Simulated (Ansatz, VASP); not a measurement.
**InP: VASP beside Ansatz**

Contents of INCAR:

```
ALGO     = Normal         # electronic algorithm
EDIFF    = 1E-6           # SCF threshold, eV
ENCUT    = 520            # plane-wave cutoff, eV
GGA      = RE             # functional
ISIF     = 2              # what is computed and relaxed
ISMEAR   = -1             # smearing method
LASPH    = True           # aspherical terms in the spheres
LCHARG   = False          # write CHGCAR
LREAL    = False          # projectors in reciprocal space
LWAVE    = False          # write WAVECAR
NBANDS   = 16             # bands
NELM     = 80             # most SCF steps
PREC     = Accurate       # precision mode
SIGMA    = 0.05           # smearing width, eV
```

Contents of KPOINTS:

```
k-points
0
Gamma
  8 8 8
```

File POSCAR:

```
InP
1.0
    0.0000000000      2.9305000000      2.9305000000
    2.9305000000      0.0000000000      2.9305000000
    2.9305000000      2.9305000000      0.0000000000
In P
1 1
Direct
    0.0000000000      0.0000000000      0.0000000000
    0.7500000000      0.7500000000      0.7500000000
```

Contents of input.yaml:

```yaml
crystal:
  lattice:
    - [0.0, 2.9305, 2.9305]
    - [2.9305, 0.0, 2.9305]
    - [2.9305, 2.9305, 0.0]
  atoms:
    - { symbol: In, position: [0.0, 0.0, 0.0] }
    - { symbol: P, position: [0.75, 0.75, 0.75] }
hamiltonian:
  xc: revpbe
  pseudopotentials: { kind: paw }
kpoints:
  mp_grid: { grid: [8, 8, 8] }
  band_path:
    path:
      - [[0.0, 0.0, 0.0], [0.5, 0.0, 0.5], [0.5, 0.25, 0.75], [0.375, 0.375, 0.75], [0.0, 0.0, 0.0], [0.5, 0.5, 0.5], [0.625, 0.25, 0.625], [0.5, 0.25, 0.75], [0.5, 0.5, 0.5], [0.375, 0.375, 0.75]]
      - [[0.625, 0.25, 0.625], [0.5, 0.0, 0.5]]
    npoints: 14
scf:
  occupations: { method: fermi_dirac, width: 0.05 }
  n_extra_bands: 6
output:
  forces: true
  stress: true
  eigenvalues: true
  fatbands: false
```

Alike in both runs: functional revPBE; k mesh 8 × 8 × 8; occupations fermi-dirac, width 0.05 eV; no spin polarisation.

|  | VASP | Ansatz |
| --- | --- | --- |
| version | VASP 6.6.1 | Ansatz 0.2.0 |
| potentials or method | VASP PAW PBE potentials, release 64 (In_d, P) | Ansatz PAW |
| plane-wave cutoff (eV) | 520 | 420 |
| valence electrons in the cell | 18 | 18 |
| task | single point | band structure |

VASP gave:

```
gap on the k mesh at the Fermi level (eV) : 0.81
least direct gap on the mesh (eV)         : 0.81
pressure (GPa)                            : 4.6
```

What did Ansatz give for the same quantities?

gap on the k mesh at the Fermi level (eV): 0.81; least direct gap on the mesh (eV): 0.81; pressure (GPa): 4.7.

With one functional, cell and mesh, what is left measures potentials, basis and numerics.

Caveats: spin-orbit coupling is left out, which moves the levels of the heavy elements; the PAW data sets were made with another functional, which shifts forces and pressure a little (VASP); the PAW data sets come from PBE, with cores solved anew for the run's functional, which leaves a small shift of forces and pressure (Ansatz). A hybrid or GW would open this gap; revPBE tends to underestimate it.
